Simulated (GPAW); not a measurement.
The system is C.

```
C
1.0
     0.00000    1.78337    1.78337
     1.78337    0.00000    1.78337
     1.78337    1.78337    0.00000
C
2
Direct
  0.75000 0.75000 0.75000
  0.50000 0.50000 0.50000
```

This isn't the form of C at room conditions, which is graphite.

Base run:

```yaml
Program: GPAW 26.7.0
Functional: rSCAN
Potentials_or_basis: GPAW PAW data sets (gpaw-data 1.2.1)
Cutoff: 800 eV
Basis: pw
k_mesh: 10 × 10 × 10
Occupations: fermi-dirac, width 0.05 eV
Spin: no spin polarisation
```

Its results: band gap on the k mesh 4.41 eV, indirect (least direct gap 5.85 eV).

**Question.** The run is repeated on the same cell with these changes: functional from rSCAN to HF; cutoff from 800 eV to 600 eV; k mesh from 10 × 10 × 10 to 6 × 6 × 6. What comes out?

**Answer.** Band gap on the k mesh 12.64 eV, indirect (least direct gap 14.80 eV).

Several settings changed at once, so the effect can't be laid on one alone.

Caveats: some runs use coarse meshes.

A k mesh can miss the band edges.
